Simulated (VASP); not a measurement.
Here is a VASP 6.6.1 calculation.

File INCAR:

```
  ALGO = Normal
  EDIFF = 1E-6
  EDIFFG = -0.01
  ENCUT = 600
  IBRION = 2
  ISIF = 3
  ISMEAR = 1
  LASPH = T
  LCHARG = F
  LMIXTAU = T
  LREAL = F
  LWAVE = F
  METAGGA = R2SCAN
  NELM = 80
  NSW = 90
  PREC = Accurate
  PSTRESS = 1500.0
  SIGMA = 0.1
```

Contents of KPOINTS:

```
k-points
0
Gamma
  19 19 19
```

The input POSCAR:

```
S
1.0
    1.6385000000      0.9459884161      0.8613333333
   -1.6385000000      0.9459884161      0.8613333333
    0.0000000000     -1.8919768321      0.8613333333
S
1
Direct
    0.0000000000      0.0000000000      0.0000000000
```

Potentials or basis: VASP PAW PBE potentials, release 64 (S).

Command:

```bash
$ cat potpaw_PBE.64/S/POTCAR > POTCAR
$ mpirun -np 1 vasp_std > vasp.out
```

**Question.** What does it give for the space group after relaxing (to 0.05 Å)?

**Answer.** R-3m (No. 166).

**Question.** Predict the relaxed cell.

**Answer.** a = 2.154 Å, b = 2.154 Å, c = 2.154 Å, α = 103.31°, β = 103.31°, γ = 103.31°.

**Question.** What does it give for the band gap on the k mesh?

**Answer.** None (metal or under the smearing width).

**Question.** What does it give for the relaxed volume?

**Answer.** 9.03 Å³/atom.

Step by step:
```csv
step,energy change (eV),largest force (eV/Å),pressure (GPa),volume (Å³)
1,0.0000,0.0000,216.86,8.01
2,-2.8917,0.0000,33.75,12.54
3,-1.2402,0.0000,142.92,9.13
4,-1.1300,0.0000,149.72,9.01
5,-1.1419,0.0000,150.65,9.01
6,-1.1416,0.0000,150.55,9.01
7,-1.1417,0.0000,150.62,9.01
8,-1.1779,0.0000,148.47,9.05
9,-1.1521,0.0000,149.99,9.03
```

Caveat: the cell is relaxed towards a set pressure, so the enthalpy falls and the energy may rise; the PAW data sets were made with another functional, which shifts forces and pressure a little. Zero-point motion and thermal expansion aren't in these numbers.
